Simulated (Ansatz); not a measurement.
## SiO2: strain energy, fitted

SiO2, I-42d, a = 4.929 Å, c = 7.289 Å. This isn't the usual stable structure of the compound. Ansatz: LDA, PAW, 420 eV, Γ-centred 6×6×4 mesh on 12 atoms, Gaussian smearing 0.02 eV; no spin polarisation. Series: equal strain along all axes, cell held, atoms relaxed; x is the strain in per cent. y is the free energy over the unstrained cell, V0 = 14.756 Å³/atom.

| x (%) | y (meV/atom) |
| --- | --- |
| -4.5 | ? |
| -3.0 | 9.02 |
| -1.5 | 2.19 |
| 0.0 | 0.00 |
| 1.5 | 2.32 |
| 3.0 | 8.93 |
| 4.5 | 19.66 |

Question: Fit y = c2 x² + c3 x³ to the other rows, turn c2 into a modulus, and predict the missing energy.

Answer: Least squares on the rows shown. y = 0.99206 x² − 0.0042003 x³. In eV per unit strain² c2 is 9.921; the stiffness is B for this strain (E = 9/2 B V0 ε², shape held): 2 × 9.921 × 160.2 / (9 × 14.756) = 24 GPa. At x = -4.5 the fit asked for gives 20.47 meV/atom. The run gave 21.04 meV/atom, so the fit is 0.57 meV/atom too low, 2.7 % of the span of the series, against an rms of 0.08 meV/atom on the fitted rows. The row lies outside the fitted range. With a term in x⁴ added, a fit to the same known rows predicts 19.93 meV/atom, further off still.

Cost: 7 runs of about 7.6 core-minutes in all, on Oxide Virtual Turin-like Processor (Zen 5) (shared hosts).